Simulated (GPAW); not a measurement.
Crystal: CuAu.

```
CELL_PARAMETERS angstrom
2.81075 0.00000 0.00000
0.00000 2.81075 0.00000
0.00000 0.00000 3.68500
ATOMIC_POSITIONS crystal
Au 0.00000 0.00000 0.00000
Cu 0.50000 0.50000 0.50000
```

| Property | Result |
| --- | --- |
| Program | GPAW 26.7.0 |
| Task | relaxation of cell and atoms |
| Functional | PBEsol |
| Dispersion | D4 |
| Potentials or basis | PAW data sets generated in the run's folder for this functional |
| Cutoff | 600 eV |
| Basis | pw |
| k mesh | 9 × 9 × 7 |
| Occupations | fermi-dirac, width 0.05 eV |
| Spin | no spin polarisation |

At the start: pressure -4.8 GPa; volume 14.56 Å³/atom.

**Question.** Where does the relaxation end?

**Answer.** Over 8 steps the energy falls by 6.4 meV/atom and the volume is 14.15 Å³/atom (-2.8 %); space group P4/mmm (No. 123, to 0.05 Å).

Step by step:
| step | energy change (eV) | largest force (eV/Å) | pressure (GPa) | volume (Å³) |
| --- | --- | --- | --- | --- |
| 1 | 0.0000 | 0.0000 | -4.80 | 29.11 |
| 2 | -0.0067 | 0.0000 | -3.30 | 28.84 |
| 3 | -0.0121 | 0.0000 | 0.22 | 28.26 |
| 4 | -0.0122 | 0.0000 | 0.04 | 28.29 |
| 5 | -0.0124 | 0.0000 | -0.22 | 28.33 |
| 6 | -0.0126 | 0.0000 | -0.34 | 28.34 |
| 7 | -0.0127 | 0.0000 | -0.21 | 28.32 |
| 8 | -0.0127 | 0.0000 | -0.05 | 28.29 |

Final structure:
```yaml
crystal:
  lattice:
    - [2.79567, 0.00000, 0.00000]
    - [0.00000, 2.79567, 0.00000]
    - [0.00000, 0.00000, 3.61988]
  atoms:
    - { symbol: Au, position: [0.00000, 0.00000, 0.00000] }
    - { symbol: Cu, position: [0.50000, 0.50000, 0.50000] }
```

Caveat: with these Cu and Au data sets, volumes or pressures lay over 1.5 % or 2 GPa off other programs in two to four cells of ten; later steps reuse the first step's grids; pairwise dispersion overbinds metals, which lowers pressure and volume.
